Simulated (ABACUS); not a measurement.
The system is C.

```xyz
2
Lattice="0.0000 1.7834 1.7834 1.7834 0.0000 1.7834 1.7834 1.7834 0.0000" Properties=species:S:1:pos:R:3 pbc="T T T"
C     2.6751    2.6751    2.6751
C     1.7834    1.7834    1.7834
```

This isn't the form of C at room conditions, which is graphite.

Base run:

- Program: ABACUS 3.10.1
- Functional: HLE16
- Potentials or basis: PseudoDojo NC SR 0.5 PBE stringent
- Cutoff: 1116 eV
- Density cutoff: 4463 eV
- Basis: plane waves
- k mesh: 10 × 10 × 10
- Occupations: fermi-dirac, width 0.05 eV
- Spin: no spin polarisation

Its results: band gap on the k mesh 4.92 eV, indirect (least direct gap 5.86 eV); pressure -97.5 GPa.

Question: The run is repeated on the same cell with these changes: functional from HLE16 to LDA-PW92; potentials or basis from PseudoDojo NC SR 0.5 PBE stringent to PseudoDojo NC SR 0.4.1 LDA stringent. What comes out?

Answer: Band gap on the k mesh 4.18 eV, indirect (least direct gap 5.56 eV); pressure -11.2 GPa.

Caveats: the cell as given lies far from equilibrium (some runs); the potentials were made for a functional far from this one (some runs); so large a pressure means that the cell lies far from this level's equilibrium, or that cutoff or potentials fall short (some runs); the potentials were made for another functional, which shifts forces and pressure (some runs).

A k mesh can miss the band edges.
